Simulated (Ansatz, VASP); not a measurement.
**One calculation of InAs, two programs**

The input INCAR:

```
PREC     = Accurate       # precision mode
ENCUT    = 520            # plane-wave cutoff, eV
EDIFF    = 1E-6           # SCF threshold, eV
ISMEAR   = 0              # smearing method
SIGMA    = 0.15           # smearing width, eV
LREAL    = F              # projectors in reciprocal space
LASPH    = T              # aspherical terms in the spheres
NELM     = 80             # most SCF steps
ALGO     = Normal         # electronic algorithm
ISIF     = 2              # what is computed and relaxed
LWAVE    = F              # write WAVECAR
LCHARG   = F              # write CHGCAR
GGA      = PS             # functional
NBANDS   = 16             # bands
```

File KPOINTS:

```
regular mesh
0
Gamma
  14 14 14
```

File POSCAR:

```
InAs
1.0
    0.0000000000      3.0240000000      3.0542400000
    3.0240000000      0.0000000000      3.0542400000
    3.0240000000      3.0240000000      0.0000000000
In As
1 1
Direct
    0.0000000000      0.0000000000      0.0000000000
    0.7500000000      0.7500000000      0.7500000000
```

Input for Ansatz:

```yaml
crystal:
  lattice:
    - [0.0, 3.024, 3.05424]
    - [3.024, 0.0, 3.05424]
    - [3.024, 3.024, 0.0]
  atoms:
    - { symbol: In, position: [0.0, 0.0, 0.0] }
    - { symbol: As, position: [0.75, 0.75, 0.75] }
basis:
  ecutwfc: 420
kpoints:
  mp_grid: { grid: [14, 14, 14] }
hamiltonian:
  xc: pbesol
scf:
  occupations: { method: gaussian, width: 0.15 }
output:
  forces: true
  stress: true
  eigenvalues: true
```

Change from the starting cell: strain +0.0100 x Voigt [0, 0, 1, 0, 0, 0], atoms carried along.

Alike in both runs: task single point; functional PBEsol; k mesh 14 × 14 × 14; occupations gaussian, width 0.15 eV; no spin polarisation.

```csv
,VASP,Ansatz
version,VASP 6.6.1,Ansatz 0.2.0
potentials or method,"VASP PAW PBE potentials, release 64 (In_d, As)","scalar-relativistic, plane waves, PAW"
plane-wave cutoff (eV),520,420
valence electrons in the cell,18,28
```

```tsv
	VASP	Ansatz	Ansatz less VASP
gap on the k mesh at the Fermi level (eV)	none	none	-
pressure (GPa)	0.6	0.5	-0.09
largest component of the traceless stress (GPa)	0.23	0.23	+0.001
```

A gap of «none» marks a metal or a gap that the smearing closes. With one functional, cell and mesh, what is left measures potentials, basis and numerics. The two sets of potentials don't hold the same shells in valence.

Caveats: the PAW data sets were made with another functional, which shifts forces and pressure a little (VASP).
